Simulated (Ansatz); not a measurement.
Base system: InN in the wurtzite structure (space group P6_3mc, No. 186; a = 3.5809 Å, c = 5.7882 Å).

The values are results of PBE (Ansatz, a first-principles code; PAW; 420 eV plane waves; no spin-orbit coupling), earlier PAW set, not measurements.

Base values:

```
Quantity    Value
--------  -------
Pressure  0.0 GPa
```

Perturbation: every lattice vector is shortened by 1.10 %, atoms relaxed at fixed cell.

Predict the new energy relative to the base.

The energy increases by 6.9 meV/atom.

What does the calculation give for the pressure after the change?

The pressure (mean of the normal stresses, compression positive) goes from zero to 4.4 GPa.

The mesh was chosen for an insulator and is coarse for the gapless case. The cells carry an imposed strain or load. Stability against distortions was not tested. All final runs are without spin polarisation.
